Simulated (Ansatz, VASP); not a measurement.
## Hf: VASP beside Ansatz

File INCAR:

```
SYSTEM = Hf
  ALGO = Normal
  EDIFF = 1E-7
  ENCUT = 520
  GGA = PE
  ISIF = 2
  ISMEAR = -1
  LASPH = .TRUE.
  LCHARG = .FALSE.
  LREAL = .FALSE.
  LWAVE = .FALSE.
  NBANDS = 11
  NELM = 100
  PREC = Accurate
  SIGMA = 0.05
```

File KPOINTS:

```
k-points
0
G
  10 10 10
  0 0 0
```

The input POSCAR:

```
Hf
1.0
   -1.8050000000      1.8050000000      1.8050000000
    1.8050000000     -1.8050000000      1.8050000000
    1.8050000000      1.8050000000     -1.8050000000
Hf
1
Direct
    0.0000000000      0.0000000000      0.0000000000
```

input.yaml

```yaml
crystal:
  lattice:
    - [-1.805, 1.805, 1.805]
    - [1.805, -1.805, 1.805]
    - [1.805, 1.805, -1.805]
  atoms:
    - { symbol: Hf, position: [0.0, 0.0, 0.0] }
hamiltonian:
  xc: pbe
  pseudopotentials: { kind: paw }
kpoints:
  mp_grid: { grid: [10, 10, 10] }
scf:
  occupations: { method: fermi_dirac, width: 0.05 }
output:
  forces: true
  stress: true
  eigenvalues: true
  write_density: true
  write_potential: true
  elf: true
  volumetric_format: npy
```

This isn't the form of Hf at room conditions, which is hcp.

Alike in both runs: task single point; functional PBE; k mesh 10 × 10 × 10; occupations fermi-dirac, width 0.05 eV; no spin polarisation.

|  | VASP | Ansatz |
| --- | --- | --- |
| version | VASP 6.6.1 | Ansatz 0.2.0 |
| potentials or method | VASP PAW PBE potentials, release 64 (Hf_pv) | Ansatz PAW |
| plane-wave cutoff (eV) | 520 | 420 |
| valence electrons in the cell | 10 | 26 |

```csv
,VASP,Ansatz,Ansatz less VASP
gap on the k mesh at the Fermi level (eV),none,none,-
pressure (GPa),-5.3,-4.9,+0.35
```

A gap of «none» marks a metal or a gap that the smearing closes. The two sets of potentials don't hold the same shells in valence.

Spin-orbit coupling is left out, which matters for the levels of Hf.
